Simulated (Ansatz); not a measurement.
**MgSi in Ansatz: the effect of functional**

The system is MgSi.

```
Si Mg
1.0
     2.84902    0.00000    0.00000
     0.00000    2.84902    0.00000
     0.00000    0.00000    4.01966
Si Mg
1 1
Direct
  0.50000 0.50000 0.50000
  0.00000 0.00000 0.00000
```

The cell comes from a database or a generator and needn't be the stable form of this composition.

The cell isn't the ideal one: volume scaled by 0.94.

Alike in all runs:

- Program: Ansatz 0.2.0
- Task: single point
- Potentials or basis: Ansatz PAW
- k mesh: 9 × 9 × 7
- Occupations: fermi-dirac, width 0.05 eV
- Spin: no spin polarisation

| functional | cutoff | pressure (GPa) |
| --- | --- | --- |
| LDA | 420 eV (not typed: the program's choice for these potentials) | ? |
| PBEsol | 420 eV (not typed: the program's choice for these potentials) | 2.7 |
| r2SCAN | 500 eV (not typed: the program's choice for these potentials) | 3.1 |

Question: What does the run with functional LDA give?

Answer: Pressure 0.7 GPa.

Caveats: the PAW data sets come from PBE, with cores solved anew for the run's functional, which leaves a small shift of forces and pressure.

Runs at the PBE level aren't shown here.
